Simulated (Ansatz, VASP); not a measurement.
Two plane-wave programs on ZnSn2N2

The input INCAR:

```
SYSTEM = ZnSn2N2
  PREC = Accurate
  ENCUT = 520
  EDIFF = 1E-7
  ISMEAR = -1
  SIGMA = 0.05
  LREAL = .False.
  LASPH = .True.
  NELM = 100
  ALGO = Normal
  ISIF = 2
  LWAVE = .False.
  LCHARG = .False.
  GGA = PE
  NBANDS = 33
```

The input KPOINTS:

```
regular mesh
0
Gamma
  8 8 4
  0 0 0
```

File POSCAR:

```
ZnSn2N2
1.0
    3.3523260000      0.0000000000      0.0000000000
    0.0000000000      3.3523260000      0.0000000000
    0.0000000000      0.0000000000      8.0642090000
Sn Zn N
2 1 2
Direct
    0.5000000000      0.5000000000      0.3058270000
    0.5000000000      0.5000000000      0.6941730000
    0.0000000000      0.0000000000      0.0000000000
    0.0000000000      0.5000000000      0.8541900000
    0.5000000000      0.0000000000      0.1458100000
```

File input.yaml:

```yaml
crystal:
  lattice:
    - [3.352326, 0.0, 0.0]
    - [0.0, 3.352326, 0.0]
    - [0.0, 0.0, 8.064209]
  atoms:
    - { symbol: Sn, position: [0.5, 0.5, 0.305827] }
    - { symbol: Sn, position: [0.5, 0.5, 0.694173] }
    - { symbol: Zn, position: [0.0, 0.0, 0.0] }
    - { symbol: "N", position: [0.0, 0.5, 0.85419] }
    - { symbol: "N", position: [0.5, 0.0, 0.14581] }
hamiltonian:
  xc: pbe
  pseudopotentials: { kind: paw }
kpoints:
  mp_grid: { grid: [8, 8, 4] }
scf:
  occupations: { method: fermi_dirac, width: 0.05 }
output:
  forces: true
  stress: true
  eigenvalues: true
```

The cell comes from a database or a generator and needn't be the stable form of this composition.

Alike in both runs: task single point; functional PBE; k mesh 8 × 8 × 4; occupations fermi-dirac, width 0.05 eV; no spin polarisation.

|  | VASP | Ansatz |
| --- | --- | --- |
| version | VASP 6.6.1 | Ansatz 0.2.0 |
| potentials or method | VASP PAW PBE potentials, release 64 (Sn_d, Zn, N) | Ansatz PAW |
| plane-wave cutoff (eV) | 520 | 420 |
| valence electrons in the cell | 50 | 50 |

|  | VASP | Ansatz | Ansatz less VASP |
| --- | --- | --- | --- |
| gap on the k mesh at the Fermi level (eV) | none | none | - |
| pressure (GPa) | -0.3 | -0.4 | -0.18 |
| largest component of the traceless stress (GPa) | 0.32 | 0.33 | +0.007 |
| rms of the force components (eV/Å) | 0.027 | 0.027 | -0.0004 |

Atom by atom the forces differ by 0.011 eV/Å (rms over components). A gap of «none» marks a metal or a gap that the smearing closes. The functional is the same, so the differences come from potentials, cutoffs and numerics.
